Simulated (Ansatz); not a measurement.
# Σ5 (210) boundary in fcc Ag with Ru (substitutional): structure and resistance, part 2 of 2

Aim: the relaxed structure and the specific resistance of the Σ5 (210) boundary in fcc Ag with Ru (substitutional).

Ansatz 0.2.0; Ansatz plane-wave DFT, PBE, PAW files; relaxation of a bicrystal slab with its lowest layers held; PAW set soft_1 (the session's first sound run).

So far. Step 2 (Relaxing the bicrystal): The largest force component on a free atom ends at 0.030 eV/Å, under the tolerance of 0.03, after 12 steps.

## 3. Transmission across the boundary

Bulk layers of each grain are laid under and over the relaxed boundary, and a lead is named in the middle of each, away from the free faces. The mesh across the current, 18×18, is finer than the density's, because channels open and close sharply across the zone. Energies from -0.1 to 0.1 eV in steps of 0.05 eV are too few for the program's thermal sum, so it prints no conductance; for a metal the transmission near the Fermi level serves, at a fraction of the cost.

This step: Ansatz plane-wave DFT, PBE, PAW files; ballistic transport by layer matching (Landauer), zero bias; boundary relaxed in a short slab, bulk layers laid on; PAW set soft_1 (Ansatz 0.2.0).

System of this step: Σ5 (210) boundary in fcc Ag with Ru (substitutional). The cell holds 47 atoms: 46 Ag and 1 Ru. Its edges and angles: a = 5.005 Å, b = 4.086 Å, c = 50.640 Å, α = 90.0°, β = 90.0°, γ = 65.9°. It derives from Ag. Regions: lower grain, 19 atoms (19 Ag); boundary, 13 atoms (12 Ag and 1 Ru); upper grain, 15 atoms (15 Ag). Vacuum lies along c.

The input, input.yaml:

```yaml
crystal:
  lattice:
    - [5.0045524935, 0.0, 0.0]
    - [1.6681841645, 3.7301731908, 0.0]
    - [0.0, 0.0, 50.6399782524]
  atoms:
    - { symbol: Ag, position: [-14.9999999996, 7.4999999997, 0.0789889755] }
    - { symbol: Ag, position: [-14.3999999997, 7.1999999998, 0.0970320736] }
    - { symbol: Ag, position: [-13.7999999997, 6.8999999998, 0.1150751717] }
    - { symbol: Ag, position: [-13.1999999997, 6.5999999998, 0.1331182699] }
    - { symbol: Ag, position: [-12.5999999997, 6.2999999998, 0.151161368] }
    - { symbol: Ag, position: [-11.9999999997, 5.9999999998, 0.1692044661] }
    - { symbol: Ag, position: [-11.3999999997, 5.6999999998, 0.1872475643] }
    - { symbol: Ag, position: [-10.7999999997, 5.3999999998, 0.2052906624] }
    - { symbol: Ag, position: [-10.1999999998, 5.0999999998, 0.2233337605] }
    - { symbol: Ag, position: [-9.5999999998, 4.7999999998, 0.2413768587] }
    - { symbol: Ag, position: [-8.9999999998, 4.4999999999, 0.2594199568] }
    - { symbol: Ag, position: [-8.3999999998, 4.1999999999, 0.2774630549] }
    - { symbol: Ag, position: [-7.7999999998, 3.8999999999, 0.2955061531] }
    - { symbol: Ag, position: [-7.1999999998, 3.5999999999, 0.3135492512] }
    - { symbol: Ag, position: [-6.5999999998, 3.2999999999, 0.3315923493] }
    - { symbol: Ag, position: [-5.9999999998, 2.9999999999, 0.3496354474] }
    - { symbol: Ag, position: [-5.3999999999, 2.6999999999, 0.3676785456] }
    - { symbol: Ag, position: [-4.7999999999, 2.3999999999, 0.3857216437] }
    - { symbol: Ag, position: [-4.1999999999, 2.0999999999, 0.4037647418] }
    - { symbol: Ag, position: [0.4000000001, 0.7999999999, 0.42180784] }
    - { symbol: Ag, position: [0.0025542464, 0.4987228768, 0.4411075234] }
    - { symbol: Ag, position: [0.6109995024, 0.1945002488, 0.4597416165] }
    - { symbol: Ag, position: [0.217456156, 0.891271922, 0.4769509107] }
    - { symbol: Ag, position: [0.810530384, 0.594734808, 0.4969829463] }
    - { symbol: Ag, position: [0.4153375272, 0.2923312364, 0.518270337] }
    - { symbol: Ru, position: [0.0220420995, -0.0110210497, 0.5283703178] }
    - { symbol: Ag, position: [0.6509436373, 0.6745281814, 0.5538527776] }
    - { symbol: Ag, position: [0.0436622251, 0.9781688875, 0.5795926584] }
    - { symbol: Ag, position: [0.4385611723, 0.2807194139, 0.592536681] }
    - { symbol: Ag, position: [-0.1745712248, 0.5872856124, 0.6131915365] }
    - { symbol: Ag, position: [0.2305561205, 0.8847219398, 0.6327528396] }
    - { symbol: Ag, position: [0.6261941375, 0.1869029313, 0.6503645526] }
    - { symbol: Ag, position: [-4.9738058625, 2.4869029313, 0.6684076507] }
    - { symbol: Ag, position: [-5.5738058625, 2.7869029312, 0.6864507488] }
    - { symbol: Ag, position: [-6.1738058625, 3.0869029312, 0.7044938469] }
    - { symbol: Ag, position: [-6.7738058625, 3.3869029312, 0.7225369451] }
    - { symbol: Ag, position: [-7.3738058625, 3.6869029312, 0.7405800432] }
    - { symbol: Ag, position: [-7.9738058625, 3.9869029312, 0.7586231413] }
    - { symbol: Ag, position: [-8.5738058624, 4.2869029312, 0.7766662395] }
    - { symbol: Ag, position: [-9.1738058624, 4.5869029312, 0.7947093376] }
    - { symbol: Ag, position: [-9.7738058624, 4.8869029312, 0.8127524357] }
    - { symbol: Ag, position: [-10.3738058624, 5.1869029312, 0.8307955339] }
    - { symbol: Ag, position: [-10.9738058624, 5.4869029312, 0.848838632] }
    - { symbol: Ag, position: [-11.5738058624, 5.7869029311, 0.8668817301] }
    - { symbol: Ag, position: [-12.1738058624, 6.0869029311, 0.8849248283] }
    - { symbol: Ag, position: [-12.7738058624, 6.3869029311, 0.9029679264] }
    - { symbol: Ag, position: [-13.3738058623, 6.6869029311, 0.9210110245] }
kpoints:
  mp_grid: { grid: [7, 7, 1] }
hamiltonian:
  xc: pbe
  pseudopotentials: { kind: paw, azcp: { folder: soft_1 } }
scf:
  occupations: { method: fermi_dirac, width: 0.1 }
output:
  transmission:
    leads: [[10, 11], [38, 39]]
    kmesh: [18, 18]
    e_range: [-0.1, 0.1]
    de: 0.05
  write_potential: true
  write_density: true
  volumetric_format: npy
  elf: true
```

The run is started by

```bash
$ ansatz run input.yaml --threads 4 --pin off --max-ram 15360MiB --backend cpu --events-out ev --progress --plain --runs-dir out
```

Numbers of over 12 decimals in the logs are rounded to 6 here.

The program printed:

```text
[...]
Crystal: 47 atoms, lattice volume = 945.339 Å³
Basis set: ecut = 420 eV, 18513 PW (Γ)
Bands: 534, of which v1, the nominal top of the filled ones, is band 445 counted from 1 (444 counted from 0)
Symmetry: 2 space group operations
[...]
k-points: 16 of 49 (time reversal used)
[...]
SCF iter   1: F=—  HF=-355054.206988 eV  |F-HF|=—  |Δ(HF+E_count)|=         —  Δρ=6.69e-2  dr2=1.37e2  ethr=3.10e-3  ⟨swp⟩=5.0  Hψ=25542  notcnv=0  defer=829
[...]
SCF iter  11: F=-355041.860153 eV  HF=-355041.860153 eV  |F-HF|=2.03e-8  |Δ(HF+E_count)|=   8.67e-9  Δρ=1.63e-6  dr2=3.18e-8  ethr=1.12e-11  ⟨swp⟩=11.2  Hψ=37305  notcnv=0
SCF 1 converged in 11 iterations: F = -355041.860153 eV  dr2 = 3.18e-8
[...]
transmission: 368 of 3640 steps passed
transmission: 736 of 3640 steps passed
[...]
transmission: 3640 of 3640 steps passed
WARN: The input density's exchange-correlation potential varies sharply where the density is thin. Do not read a vacuum level from v_tot or v_xc, or from such a field of the output density. On a cell that repeats whose density bears no net charge and no dipole along the vacuum's axis use v_es (v_loc + v_h of the components); under efield.dipole_correction with no amplitude use v_es + v_field, which holds any external [...]
SCF converged after 11 iterations
Free energy (F): -355041.860153 eV
[...]
Internal energy: -355041.328937 eV  (E = F + TS)
E sigma→0 (E₀):  -355041.594545 eV
Entropy (-TS):   -0.531216 eV (-11.302 meV/atom)
Fermi energy:    13.986866 eV
[...]
--- Band table (eV; the first three rows and the last of 16) ---
  k-point 0: bands = [... 441 lower, 15.1356, 15.6333, 15.6618, 15.8070, 15.8793, 15.9666, 16.0250, 16.0760, ... 85 higher]
  k-point 1: bands = [... 441 lower, 15.2865, 15.3029, 15.3482, 15.4109, 15.4879, 15.6427, 15.7923, 15.9631, ... 85 higher]
  k-point 2: bands = [... 441 lower, 14.5979, 14.6568, 14.6732, 14.6937, 14.7503, 14.8890, 14.9717, 15.0258, ... 85 higher]
  k-point 15: bands = [... 441 lower, 13.1395, 13.3126, 13.3890, 13.5631, 13.7241, 13.8762, 13.9827, 14.1053, ... 85 higher]
--- Transmission ---
  basis      : 165 plane waves across, 40 finite elements along
  points     : 91, standing for a mesh of 18 x 18
  energies   : 5 from -0.100000 to 0.100000 eV about the Fermi level, 0.050000 eV apart; the leads are filled to 0.000000 eV, and channels, transmission and decay are at 0.000000 eV
  crystal 0  : Ag3, at the sites [10, 11], period 2.7411 Å, over 18.27 Å; its Hamiltonian steps by up to 15.8 meV
    offset         : up to 0.0000 Å between an atom of the period and one for which it stands
    channels       : 2.151235e0 a spin
    conductance    : none, the energies end too early or step too widely for 300 K: set another output.transmission.e_range or a lower de, or, where they end at an eighth of basis.ecutwfc, a higher one
[...]
channels       : 2.151235e0 a spin
[...]
junction   : crystal 0 to crystal 1, 12.92 to 37.29 Å
    transmission   : 1.052047e0 a spin
[...]
```

It took 19 min on 4 threads of Arm Neoverse V1, shared host; peak memory 10 GiB.

This step gave:

| Item | Value |
| --- | --- |
| free energy | -355041.8602 eV |
| energy at zero smearing | -355041.5945 eV |
| Fermi energy | 13.99 eV |
| cell area | 18.67 Å² |
| transmission per spin nearest the Fermi level | 1.052 |
| open channels per spin nearest the Fermi level | 2.151 |
| open channels per spin, upper lead | 2.151 |
| step of the lead's potential | 15.8 meV |
| step of the upper lead's potential | 11.2 meV |

Per spin. The transmission, zone mean by energy, zero at the Fermi level:

| energy (eV) | transmission, zone mean |
| --- | --- |
| -0.1000 | 1.01 |
| -0.0500 | 1.02 |
| 0.0000 | 1.05 |
| 0.0500 | 1.09 |
| 0.1000 | 1.13 |

Per spin. Table of open channels, zone mean by energy, zero at the Fermi level:

| energy (eV) | lead | upper lead |
| --- | --- | --- |
| -0.1000 | 2.13 | 2.11 |
| -0.0500 | 2.13 | 2.13 |
| 0.0000 | 2.15 | 2.15 |
| 0.0500 | 2.16 | 2.16 |
| 0.1000 | 2.16 | 2.16 |

Transmission over k1 and k2. At 0.0000 eV from the Fermi level.

Ten even steps from '0' (0.39) to '9' (2.11):
```
134555431024555420
555555554444444444
778987765433333456
899998653332233356
687865433222223345
222244332200223344
101233211101112332
222323110000113232
222332100000123322
223231100001132322
123321110111233210
244332200223344222
654332222233456878
865333223335689999
765433333456778987
544444444445555555
102455542013455543
013555531013555531
```
Columns: k1 (b1) from -0.5 to 0.444; rows upwards: k2 (b2) from -0.5 to 0.444.

Open channels over k1 and k2. At 0.0000 eV from the Fermi level.

Ten even steps from '0' (1.00) to '9' (3.00):
```
559999955599999995
999999999955995599
999999999550005599
999999999000000999
999999550000000559
555555550000005555
555555550000055555
555555500000055555
555555500000555555
555555000000555555
555555000005555555
555550000005555555
995500000005599999
999900000099999999
999550005599999999
999559955999999999
559999999555999995
555999955555999955
```
Columns: k1 (b1) from -0.5 to 0.444; rows upwards: k2 (b2) from -0.5 to 0.444.

Valence density in the cb plane at fractional x = 0.000, with atoms of Ag and Ru within 0.2 Å of it. It is the smooth field of the valence electrons, not physical close to the nuclei.

Values in e/Å³, 6 rows by 16 columns, each cell a mean:
```
 1  0  0  0  0  0  0  1  6  1  4  4  0  0  0  0
 0  0  0  1  1  0  0  0  1  0  0  0  0  0  0  1
 0  1  0  6  8  0  1  0  0  0  0  0  1  0  1 12
 0  0  0  4  6  0  1  0  0  0  0  0  1  0  1  8
 0  0  0  0  0  0  0  0  1  0  1  1  0  0  0  0
 1  0  1  0  0  0  0  2  8  1  6  6  0  0  0  0
```
Columns run along c (16.0 Å, from fractional 0.37 to 0.68 of the cell), rows up along b (4.1 Å). Atoms in or near the plane, at fractional coordinates: Ag at (0.44, 0.50), Ru at (0.53, 0.99), Ag at (0.58, 0.98), Ag at (0.67, 0.49).

Electrostatic potential energy in the cb plane at fractional x = 0.000, with atoms of Ag and Ru within 0.2 Å of it. With pseudopotentials it is smooth inside the atoms' cores, unlike the true potential.

Ten even steps from '0' (-19 eV) to '9' (18 eV), each cell a mean:
```
27997557999999877899600003862231489987889999
58998888999999988999840017885213799998899999
89999999986678999999986679998767898899998767
99878999841137999877899999999999986689985212
98656899613414898745799999999999863368972242
98646899515613898644799999999999852368972263
98767899721215899766899999999999875579984121
99888999864358999888988889999888988889997434
79998889998889999999863258997435899999999888
38998668999999887899710005873111589988899999
17987557999999866898500002761351389987789999
```
Columns run along c (16.0 Å, from fractional 0.37 to 0.68 of the cell; values clipped at the 3rd and 97th percentile), rows up along b (4.1 Å). Atoms in or near the plane, at fractional coordinates: Ag at (0.44, 0.50), Ru at (0.53, 0.99), Ag at (0.58, 0.98), Ag at (0.67, 0.49).

ELF in the cb plane at fractional x = 0.000, with atoms of Ag and Ru within 0.2 Å of it. It is the smooth field of the valence electrons, not physical close to the nuclei.

Ten even steps from '0' (0.13) to '9' (0.77), each cell a mean:
```
41001221000000011101267774114675200001100000
20000110000000000011146652112443100000000000
00000000011210000001112210100111000000000121
00010000134531000011111000000000011100002454
00121000257852000122111100000000023310013686
00222000258963000232101100000000023320014797
00111000146642000121111100000000012210003565
00000000013320000001111100000010001000001232
10000000000000000001124431111332100000000000
31000110000000011011257763113565200001000000
41001221000000111101266674124796300011100000
```
Columns run along c (16.0 Å, from fractional 0.37 to 0.68 of the cell), rows up along b (4.1 Å). Atoms in or near the plane, at fractional coordinates: Ag at (0.44, 0.50), Ru at (0.53, 0.99), Ag at (0.58, 0.98), Ag at (0.67, 0.49).

Over the solved energies the transmission per spin lies between 1.01 and 1.13, out of 2.15 channels of the lead on average (up to 2.16).

## 4. Specific resistance

This step: Ansatz plane-wave DFT, PBE, PAW files; ballistic transport by layer matching (Landauer), zero bias; specific resistance of the boundary; PAW set soft_1 (Ansatz 0.2.0).

Numbers from this step:

| Item | Value |
| --- | --- |
| area resistance | 1.148 fΩ m² |
| T over the leads' mean channel count | 0.4946 |

Averaged over the energies near the Fermi level, 49.5 % of the channels pass, which makes 1.15 fΩ m².

By hand, with T and the leads' channels N averaged over the energies near the Fermi level: RA = A (h/2e²)(1/T − ½[1/N₁ + 1/N₂]) = 18.67×10⁻²⁰ m² × 12 906 Ω × (1/1.061 − ½[1/2.146 + 1/2.144]) = 1.15 fΩ m².

## 5. What came out

- specific resistance of the boundary: 1.15 fΩ m²
- share of channels that pass: 0.495

The boundary has a specific resistance of 1.1 fΩ m². The boundary reflects 51 % of the channels; 1.1 fΩ m² is 11×10⁻¹² Ω·cm². That equals the resistance of 70 nm of bulk Ag at 300 K (measured 1.629 µΩ cm, CRC Handbook of Chemistry and Physics, 84th ed., 2003, Electrical Resistivity of Pure Metals). One Ru in 18.7 Å² of boundary is a high coverage. In the relaxation the upper grain slid sideways by about 0.8 Å, so the result belongs to the position that it found, not to the starting one. Each plane of this narrow cell holds one atom, so the solute fills a whole plane. One starting structure was relaxed; another shift or atom count at the boundary may lie lower.

[Logs are printed without paths, hosts, clocks, repeated set-up lines and the standing remarks that a program may print on its own settings, such as how far it seeks lower states.]

[Hosts, paths, dates, database ids (printed as entryN), source tags and the programs' standing remarks are cut or masked in the printed files.]
